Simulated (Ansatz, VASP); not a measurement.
# InGaP2: VASP beside Ansatz, part 2 of 2

Aim: how closely do two programs agree when they are given the same cell, functional and k mesh? The cell is taken from a series of runs on this material, whose earlier steps may have relaxed, scaled, displaced or heated it; both programs get it as it stands.

VASP 6.6.1 and Ansatz 0.2.0.

So far: The structure; Ansatz: G0W0 gap, PBEsol.

### Step 3. VASP: G0W0 gap, PBEsol

Level of this step: G0W0 on PBEsol; plane waves and PAW (Ga_d_GW, P_GW, In_d_GW) (VASP).

The same cell, functional and mesh now go to VASP, with its own data sets.

Lines of VASP's logs that name or quote its potential files are left out, and so is its time.

The run reads the wave functions of an earlier VASP run, which isn't shown here.

INCAR

```
SYSTEM = InGaP2
PREC = Accurate
ENCUT = 430
ISMEAR = 0
SIGMA = 0.01
LREAL = .FALSE.
GGA = PS
NBANDS = 192
ALGO = EVGW0
NELMGW = 1
ENCUTGW = 36
NOMEGA = 64
PRECFOCK = Fast
NBANDSGW = 64
LWAVE = .FALSE.
LCHARG = .FALSE.
```

POSCAR

```
InGaP2
1.0
    3.9927471982      0.0000000000      0.0000000000
    0.0000000000      3.9944829234      0.0000000000
    0.0000000000      0.0000000000     17.0516838256
Ga P In
3 6 3
Direct
    0.0000000000      0.0000000000      0.0394086134
    0.5000000000      0.5000000000      0.1932610037
    0.0000000000      0.0000000000      0.3470791767
    0.5000000000      0.0000000000      0.1164143200
    0.0000000000      0.5000000000      0.2701560746
    0.5000000000      0.0000000000      0.4232672161
    0.0000000000      0.5000000000      0.6034271711
    0.5000000000      0.0000000000      0.7830200075
    0.0000000000      0.5000000000      0.9632052681
    0.5000000000      0.5000000000      0.5136624670
    0.0000000000      0.0000000000      0.6931822918
    0.5000000000      0.5000000000      0.8727025445
```

KPOINTS

```
Automatic mesh
0
Gamma
4 4 2
0 0 0
```

Potentials, in the order of the species: Ga_d_GW, P_GW and In_d_GW (PBE family, release 64).

Started as:

```bash
$ mpirun -np 16 vasp_std
```

Numbers of over 12 decimals in the logs are rounded to 6 here.

The program printed:

```text
[banner, memory and clock lines left out]
running   16 mpi-ranks, on    1 nodes
 distrk:  each k-point on   16 cores,    1 groups
 distr:  one band on    1 cores,   16 groups

 POSCAR found type information on POSCAR GaP In
 POSCAR found :  3 types and      12 ions
|                                                                             |
|           W    W    AA    RRRRR   N    N  II  N    N   GGGG   !!!           |
|           W    W   A  A   R    R  NN   N  II  NN   N  G    G  !!!           |
|           W    W  A    A  R    R  N N  N  II  N N  N  G       !!!           |
|           W WW W  AAAAAA  RRRRR   N  N N  II  N  N N  G  GGG   !            |
|           WW  WW  A    A  R   R   N   NN  II  N   NN  G    G                |
|           W    W  A    A  R    R  N    N  II  N    N   GGGG   !!!           |
|                                                                             |
|     For optimal performance we recommend to set                             |
|       NCORE = 2 up to number-of-cores-per-socket                            |
|     NCORE specifies how many cores store one orbital (NPAR=cpu/NCORE).      |
|     This setting can greatly improve the performance of VASP for DFT.       |
|     The default, NCORE=1 might be grossly inefficient on modern             |
|     multi-core architectures or massively parallel machines. Do your        |
|     Unfortunately you need to use the default for GW and RPA                |
|     calculations (for HF NCORE is supported but not extensively tested      |
|     yet).                                                                   |
|                                                                             |

|                                                                             |
|               ----> ADVICE to this user running VASP <----                  |
|                                                                             |
|     You enforced a specific xc type in the INCAR file but a different       |
|     [... a line on the potential file left out ...]
|     I HOPE YOU KNOW WHAT YOU ARE DOING!                                     |
|                                                                             |

|                                                                             |
|           W    W    AA    RRRRR   N    N  II  N    N   GGGG   !!!           |
|           W    W   A  A   R    R  NN   N  II  NN   N  G    G  !!!           |
|           W    W  A    A  R    R  N N  N  II  N N  N  G       !!!           |
|           W WW W  AAAAAA  RRRRR   N  N N  II  N  N N  G  GGG   !            |
|           WW  WW  A    A  R   R   N   NN  II  N   NN  G    G                |
|           W    W  A    A  R    R  N    N  II  N    N   GGGG   !!!           |
|                                                                             |
|     The default for ENCUTGWSOFT is different in this version of VASP.       |
|     please manually set ENCUTGWSOFT =36 in the INCAR file.                  |
|                                                                             |

 LDA part: xc-table for (Slater+PW92), standard interpolation
 found WAVECAR, reading the header
 POSCAR, INCAR and KPOINTS ok, starting setup
 FFT: planning ... GRIDC
 FFT: planning ... GRID_SOFT
 FFT: planning ... GRID
 reading WAVECAR
 the WAVECAR file was read successfully
 initial charge from wavefunction
 available memory per node:     14.09 GB, setting MAXMEM to     14424

 The Fermi energy was updated, please check that it is located mid-gap
 values below the HOMO (VB) or above the LUMO (CB) will cause erroneous energies
 E-fermi :   4.6044

 calculate exact exchange contribution
 the WAVEDER file was read successfully
energies w=
    0.000    0.000    0.404    0.000    0.807    0.000    1.209    0.000
    1.608    0.000    2.003    0.000    2.394    0.000    2.781    0.000
    3.163    0.000    3.540    0.000    3.912    0.000    4.278    0.000
    4.640    0.000    4.997    0.000    5.349    0.000    5.697    0.000
    6.041    0.000    6.383    0.000    6.721    0.000    7.058    0.000
    7.394    0.000    7.729    0.000    8.064    0.000    8.400    0.000
    8.738    0.000    9.079    0.000    9.423    0.000    9.772    0.000
   10.127    0.000   10.489    0.000   10.858    0.000   11.237    0.000
   11.627    0.000   12.030    0.000   12.447    0.000   12.881    0.000
   13.333    0.000   13.808    0.000   14.306    0.000   14.833    0.000
   15.392    0.000   15.987    0.000   16.625    0.000   17.311    0.000
   18.054    0.000   18.862    0.000   19.748    0.000   20.723    0.000
   21.806    0.000   23.017    0.000   24.383    0.000   25.938    0.000
   27.727    0.000   29.808    0.000   32.262    0.000   35.200    0.000
   38.782    0.000   43.245    0.000   48.955    0.000   56.514    0.000
   66.981    0.000   82.406    0.000  107.352    0.000  154.440    0.000
 responsefunction array rank=     144
 LDA part: xc-table for (Slater+PW92), standard interpolation

 min. memory requirement per mpi rank    341.2 MB, per node   5459.1 MB

 allocating   4 responsefunctions rank=   144
 shmem allocating  64 responsefunctions rank=   144
 response function shared by NCSHMEM nodes    1
 Doing            4  frequencies on each core in blocks of           64
NQ=   1    0.0000    0.0000    0.0000,
|.........|.........|.........|.........|.........|.........|.........|.........
 performed        919000 updates of chi_q(r,r)
 total number of BLAS operations        107.68 Gflops
NQ=   2    0.2500    0.0000    0.0000,
|.........|.........|.........|.........|.........|.........|.........|.........
 performed       2084000 updates of chi_q(r,r)
 total number of BLAS operations        255.65 Gflops
NQ=   3    0.5000    0.0000    0.0000,
|.........|.........|.........|.........|.........|.........|.........|.........
 performed       3003000 updates of chi_q(r,r)
 total number of BLAS operations        391.67 Gflops
NQ=   4    0.0000    0.2500    0.0000,
|.........|.........|.........|.........|.........|.........|.........|.........
 performed       4168000 updates of chi_q(r,r)
 total number of BLAS operations        539.64 Gflops
NQ=   5    0.2500    0.2500    0.0000,
|.........|.........|.........|.........|.........|.........|.........|.........
 performed       5431000 updates of chi_q(r,r)
 total number of BLAS operations        729.34 Gflops
NQ=   6    0.5000    0.2500    0.0000,
|.........|.........|.........|.........|.........|.........|.........|.........
 performed       6596000 updates of chi_q(r,r)
 total number of BLAS operations        917.28 Gflops
NQ=   7    0.0000    0.5000    0.0000,
|.........|.........|.........|.........|.........|.........|.........|.........
 performed       7515000 updates of chi_q(r,r)
 total number of BLAS operations       1053.30 Gflops
NQ=   8    0.2500    0.5000    0.0000,
|.........|.........|.........|.........|.........|.........|.........|.........
 performed       8680000 updates of chi_q(r,r)
 total number of BLAS operations       1241.24 Gflops
NQ=   9    0.5000    0.5000    0.0000,
|.........|.........|.........|.........|.........|.........|.........|.........
 performed       9599000 updates of chi_q(r,r)
 total number of BLAS operations       1369.38 Gflops
NQ=  10    0.0000    0.0000    0.5000,
|.........|.........|.........|.........|.........|.........|.........|.........
 performed      10518000 updates of chi_q(r,r)
 total number of BLAS operations       1475.29 Gflops
NQ=  11    0.2500    0.0000    0.5000,
|.........|.........|.........|.........|.........|.........|.........|.........
 performed      11683000 updates of chi_q(r,r)
 total number of BLAS operations       1618.60 Gflops
NQ=  12    0.5000    0.0000    0.5000,
|.........|.........|.........|.........|.........|.........|.........|.........
 performed      12602000 updates of chi_q(r,r)
 total number of BLAS operations       1746.74 Gflops
NQ=  13    0.0000    0.2500    0.5000,
|.........|.........|.........|.........|.........|.........|.........|.........
 performed      13767000 updates of chi_q(r,r)
 total number of BLAS operations       1890.05 Gflops
NQ=  14    0.2500    0.2500    0.5000,
|.........|.........|.........|.........|.........|.........|.........|.........
 performed      15030000 updates of chi_q(r,r)
 total number of BLAS operations       2093.85 Gflops
NQ=  15    0.5000    0.2500    0.5000,
|.........|.........|.........|.........|.........|.........|.........|.........
 performed      16195000 updates of chi_q(r,r)
 total number of BLAS operations       2256.25 Gflops
NQ=  16    0.0000    0.5000    0.5000,
|.........|.........|.........|.........|.........|.........|.........|.........
 performed      17114000 updates of chi_q(r,r)
 total number of BLAS operations       2384.39 Gflops
NQ=  17    0.2500    0.5000    0.5000,
|.........|.........|.........|.........|.........|.........|.........|.........
 performed      18279000 updates of chi_q(r,r)
 total number of BLAS operations       2546.79 Gflops
NQ=  18    0.5000    0.5000    0.5000,
|.........|.........|.........|.........|.........|.........|.........|.........
 performed      19198000 updates of chi_q(r,r)
 total number of BLAS operations       2699.29 Gflops
 resolving degeneracies of screened two electron integrals

 calculate QP shifts <psi_nk| G(iteration)W_0 |psi_nk>: iteration 1
 entering main loop
```

From OUTCAR (step 3):

```text
ion  position               nearest neighbor table
   1  0.000  0.000  0.039-   9 2.38   9 2.38   4 2.39   4 2.39
   2  0.500  0.500  0.193-   5 2.39   5 2.39   4 2.39   4 2.39
   3  0.000  0.000  0.347-   6 2.38   6 2.38   5 2.39   5 2.39
   4  0.500  0.000  0.116-   2 2.39   2 2.39   1 2.39   1 2.39
   5  0.000  0.500  0.270-   2 2.39   2 2.39   3 2.39   3 2.39
   6  0.500  0.000  0.423-   3 2.38   3 2.38  10 2.52  10 2.52
   7  0.000  0.500  0.603-  10 2.52  10 2.52  11 2.52  11 2.52
   8  0.500  0.000  0.783-  12 2.52  12 2.52  11 2.52  11 2.52
   9  0.000  0.500  0.963-   1 2.38   1 2.38  12 2.52  12 2.52
  10  0.500  0.500  0.514-   7 2.52   7 2.52   6 2.52   6 2.52
  11  0.000  0.000  0.693-   7 2.52   7 2.52   8 2.52   8 2.52
  12  0.500  0.500  0.873-   8 2.52   8 2.52   9 2.52   9 2.52

  LATTYP: Found a simple orthorhombic cell.
 ALAT       =     3.9927471982
 B/A-ratio  =     1.0004347195
 C/A-ratio  =     4.2706645272

 Subroutine GETGRP returns: Found  4 space group operations
 (whereof  4 operations were pure point group operations)

The static configuration has the point symmetry C_2v.

 Found     18 irreducible k-points:

   k-points           NKPTS =     18   k-points in BZ     NKDIM =     32   number of bands    NBANDS=    192

   dimension x,y,z NGX =    28 NGY =   28 NGZ =  120
   dimension x,y,z NGXF=    56 NGYF=   56 NGZF=  240

   ENCUT  =  430.0 eV  31.60 Ry    5.62 a.u.   6.75  6.75 28.83*2*pi/ulx,y,z

   NELECT =     108.0000    total number of electrons

  energy-cutoff  :      430.00
  volume of cell :      271.96
      direct lattice vectors                 reciprocal lattice vectors
     3.992747198  0.000000000  0.000000000     0.250454124  0.000000000  0.000000000
     0.000000000  3.994482923  0.000000000     0.000000000  0.250345294  0.000000000
     0.000000000  0.000000000 17.051683826     0.000000000  0.000000000  0.058645235

 k-points in reciprocal lattice and weights: Automatic mesh
   0.00000000  0.00000000  0.00000000       0.031
   0.25000000  0.00000000  0.00000000       0.062
   0.50000000  0.00000000  0.00000000       0.031
   0.00000000  0.25000000  0.00000000       0.062
   0.25000000  0.25000000  0.00000000       0.125
   0.50000000  0.25000000  0.00000000       0.062
   0.00000000  0.50000000  0.00000000       0.031
   0.25000000  0.50000000  0.00000000       0.062
   0.50000000  0.50000000  0.00000000       0.031
[...]
0.25000000  0.50000000  0.50000000       0.062
   0.50000000  0.50000000  0.50000000       0.031

 E-fermi :   4.6044

 QP shifts <psi_nk| G(iteration)W_0 |psi_nk>: iteration 1
 for sc-GW calculations column KS-energies equals QP-energies in previous step
 and V_xc(KS)=  KS-energies - (<T + V_ion + V_H > + <T+V_H+V_ion>^1  + <V_x>^1)
 k-point   1 :       0.0000    0.0000    0.0000
  band No.  KS-energies  QP-energies   sigma(KS)   V_xc(KS)     V^pw_x(r,r')   Z            occupation Imag(sigma)
    ...
     51       3.2517       3.3746     -11.6249     -11.7876     -13.7930       0.7557       2.0000       0.0534
     52       3.9838       4.2129     -12.0280     -12.3259     -13.6000       0.7691       2.0000       0.0365
     53       4.1256       4.3276     -12.0952     -12.3593     -14.0225       0.7651       2.0000       0.0436
     54       4.1302       4.3324     -12.0947     -12.3590     -14.0218       0.7650       2.0000       0.0437
     55       5.0786       6.0014     -10.1123     -11.2915      -7.3063       0.7826       0.0000      -0.0397
     56       5.3615       5.8895      -8.7454      -9.4223      -5.4713       0.7800       0.0000      -0.0495
     57       5.3813       6.0486      -9.1093      -9.9694      -5.8993       0.7759       0.0000      -0.0488
     58       5.9573       6.5544      -8.7851      -9.5500      -5.4931       0.7806       0.0000      -0.0509
    ...

 k-point   2 :       0.2500    0.0000    0.0000
  band No.  KS-energies  QP-energies   sigma(KS)   V_xc(KS)     V^pw_x(r,r')   Z            occupation Imag(sigma)
    ...
     51       3.3002       3.4740     -11.7355     -11.9635     -13.6206       0.7624       2.0000       0.0446
     52       3.3428       3.4803     -11.7116     -11.8933     -13.8998       0.7567       2.0000       0.0524
     53       3.3517       3.5254     -11.7132     -11.9411     -13.5815       0.7619       2.0000       0.0444
     54       3.9145       4.1059     -11.9732     -12.2241     -14.0012       0.7626       2.0000       0.0464
     55       5.8484       6.6766      -9.6336     -10.7004      -6.5731       0.7764       0.0000      -0.0472
     56       5.8930       6.5892      -9.2442     -10.1416      -5.9839       0.7758       0.0000      -0.0510
     57       5.9378       6.7775      -9.5840     -10.6638      -6.4839       0.7777       0.0000      -0.0474
     58       6.5750       7.4864      -9.8841     -11.0689      -6.6246       0.7692       0.0000      -0.0548
    ...

 k-point   3 :       0.5000    0.0000    0.0000
  band No.  KS-energies  QP-energies   sigma(KS)   V_xc(KS)     V^pw_x(r,r')   Z            occupation Imag(sigma)
    ...
     51       2.6252       2.7215     -11.8030     -11.9309     -14.1930       0.7527       2.0000       0.0573
     52       3.3001       3.4351     -11.6875     -11.8658     -13.9307       0.7568       2.0000       0.0529
     53       3.3632       3.5099     -11.6853     -11.8796     -13.9263       0.7552       2.0000       0.0532
     54       3.3632       3.5099     -11.6853     -11.8796     -13.9263       0.7552       2.0000       0.0532
     55       5.7425       6.5949      -9.7847     -10.8854      -6.7329       0.7744       0.0000      -0.0483
     56       5.9102       6.7756      -9.8003     -10.9187      -6.6976       0.7737       0.0000      -0.0491
     57       5.9460       6.7929      -9.7580     -10.8485      -6.7392       0.7766       0.0000      -0.0474
     58       6.1653       7.0396      -9.8107     -10.9343      -6.7987       0.7781       0.0000      -0.0464
    ...

 k-point   4 :       0.0000    0.2500    0.0000
  band No.  KS-energies  QP-energies   sigma(KS)   V_xc(KS)     V^pw_x(r,r')   Z            occupation Imag(sigma)
    ...
     51       3.3003       3.4742     -11.7368     -11.9649     -13.6224       0.7624       2.0000       0.0446
     52       3.3481       3.4858     -11.7112     -11.8930     -13.8992       0.7568       2.0000       0.0524
     53       3.3516       3.5253     -11.7144     -11.9424     -13.5829       0.7618       2.0000       0.0444
     54       3.9195       4.1110     -11.9726     -12.2237     -14.0004       0.7627       2.0000       0.0464
     55       5.8503       6.6772      -9.6290     -10.6942      -6.5647       0.7764       0.0000      -0.0472
     56       5.8985       6.6019      -9.2649     -10.1716      -6.0128       0.7758       0.0000      -0.0508
     57       5.9414       6.7760      -9.5676     -10.6408      -6.4588       0.7776       0.0000      -0.0476
     58       6.5801       7.4925      -9.8877     -11.0740      -6.6271       0.7691       0.0000      -0.0548
    ...

[... 4 further parts left out ...]
```

### Step 4. Differences

Known differences besides the potentials themselves: fixed occupations in Ansatz, narrow Gaussian smearing in VASP; the cutoff is 420 eV in Ansatz and 430 eV in VASP; Ansatz makes its cores anew for this functional, VASP keeps those of its PBE data sets; VASP leaves aspherical gradient terms in its spheres out (LASPH is not set), Ansatz keeps them; Ansatz integrates over frequency by contour deformation, VASP on a grid of NOMEGA points; Ansatz's G0W0 levels solve the quasiparticle equation, VASP's are linearised. Total energies have different zeros and are not compared.

Compared:

```tsv
quantity	Ansatz	VASP	difference
G0W0 gap on the mesh (eV)	1.57	1.56	+0.01
Kohn-Sham gap under it (eV)	0.95	0.95	0.00
```

### Step 5. Summary of results

```yaml
difference_in_g0w0_gap_on_the_mesh_g0w0_gap_pbesol: 0.012 eV
```

The difference in G0W0 gap on the mesh is 0.012 eV (G0W0 gap, PBEsol). How closely two codes agree says nothing of how well the functional describes the real material.

[Lines on the potential files, build, host, timing and source positions are cut from VASP's logs without a mark.]

[Logs are printed without paths, hosts, clocks, repeated set-up lines and the standing remarks that a program may print on its own settings, such as how far it seeks lower states.]

[Hosts, paths, dates, database ids (printed as entryN), source tags and the programs' standing remarks are cut or masked in the printed files.]
